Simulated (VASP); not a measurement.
# Cr: intraband terms of a metal's spectrum

Cr, P6_3/mmc (no. 194), 2 atoms in the cell. PBE, independent-particle dielectric function; PAW potentials Cr_pv (PBE set).

## Input

INCAR.step1:
```
  EDIFF = 1E-7
  ENCUT = 310
  ISMEAR = 1
  ISPIN = 2
  KPAR = 4
  LASPH = T
  LCHARG = T
  LMAXMIX = 4
  LWAVE = F
  MAGMOM = 3 3
  PREC = Accurate
  SIGMA = 0.1
```

INCAR.step2:
```
  CSHIFT = 0.1
  EDIFF = 1E-6
  ENCUT = 310
  ICHARG = 11
  ISMEAR = 0
  ISPIN = 2
  KPAR = 4
  LASPH = T
  LCHARG = F
  LMAXMIX = 4
  LWAVE = T
  MAGMOM = 3 3
  NBANDS = 30
  NEDOS = 3000
  OMEGAMAX = 30
  PREC = Accurate
  SIGMA = 0.3
```

INCAR.step3, as INCAR.step2 but for:
```
- LWAVE = T
+ ALGO = None
+ ISTART = 1
+ LOPTICS = T
+ LWAVE = F
+ NELM = 1
```

INCAR.step4, as INCAR.step3 but for:
```
+ WPLASMAI = 0.03
```

INCAR.step5 to INCAR.step6 change the same tag again: WPLASMAI = 0.1, 0.3.

INCAR.step7, as INCAR.step6 but for:
```
- WPLASMAI = 0.3
+ RTIME = 1
```

INCAR.step8, as INCAR.step7 but for:
```
- RTIME = 1
+ RTIME = 20
```

INCAR.step9, as INCAR.step8 but for:
```
- RTIME = 20
+ LNABLA = T
```

INCAR.step10, as INCAR.step9 but for:
```
- ISMEAR = 0
- LNABLA = T
+ ISMEAR = -5
```

KPOINTS.step1:
```
k-points
0
Gamma
  11 11 6
```

KPOINTS.step2:
```
k-points
0
Gamma
  13 13 7
```

POSCAR:
```
Cr
1.0
    2.7140000000      0.0000000000      0.0000000000
   -1.3570000000      2.3503929459      0.0000000000
    0.0000000000      0.0000000000      4.4100000000
Cr
2
Direct
    0.6666666667      0.3333333333      0.7500000000
    0.3333333333      0.6666666667      0.2500000000
```

Commands (each step's output is kept before the next begins):
```
cat potpaw_PBE.64/Cr_pv/POTCAR > POTCAR
cp INCAR.step1 INCAR
cp KPOINTS.step1 KPOINTS
mpirun -np 4 vasp_std > vasp.out
cp INCAR.step2 INCAR
cp KPOINTS.step2 KPOINTS
mpirun -np 4 vasp_std > vasp.out
cp INCAR.step3 INCAR
mpirun -np 4 vasp_std > vasp.out
cp INCAR.step4 INCAR
mpirun -np 4 vasp_std > vasp.out
cp INCAR.step5 INCAR
mpirun -np 4 vasp_std > vasp.out
cp INCAR.step6 INCAR
mpirun -np 4 vasp_std > vasp.out
cp INCAR.step7 INCAR
mpirun -np 4 vasp_std > vasp.out
cp INCAR.step8 INCAR
mpirun -np 4 vasp_std > vasp.out
cp INCAR.step9 INCAR
mpirun -np 4 vasp_std > vasp.out
cp INCAR.step10 INCAR
mpirun -np 4 vasp_std > vasp.out
```

## Result

- Bands: 30

One ground state, settings moved in the last step alone:

| Settings | Plasma frequency (eV) | Im ε at 0.5 eV | Im ε at 1 eV | Im ε at 2 eV | Im ε at 4 eV | Time (s) |
|---|---|---|---|---|---|---|
| interband part alone | 5.44 | 64.3 | 52.1 | 40.8 | 8.6 | 9 |
| Drude term, WPLASMAI 0.03 | 5.44 | 71.4 | 53.0 | 41.0 | 8.6 | 10 |
| Drude term, WPLASMAI 0.1 | 5.44 | 87.1 | 55.0 | 41.2 | 8.6 | 10 |
| Drude term, WPLASMAI 0.3 | 5.44 | 116.5 | 60.2 | 41.9 | 8.7 | 10 |
| relaxation time RTIME 1 fs | 5.44 | 121.3 | 65.7 | 43.0 | 8.9 | 9 |
| relaxation time RTIME 20 fs | 5.44 | 72.1 | 53.1 | 41.0 | 8.6 | 10 |
| transversal form (LNABLA) | 4.45 | 49.3 | 38.0 | 31.4 | 6.1 | 10 |
| tetrahedron method | – | – | – | – | – | no result |

VASP 6.6.1 took 91 s on 4 cores (Intel Xeon Platinum 8259CL @ 2.50GHz (Skylake/Cascade Lake)), a shared host.
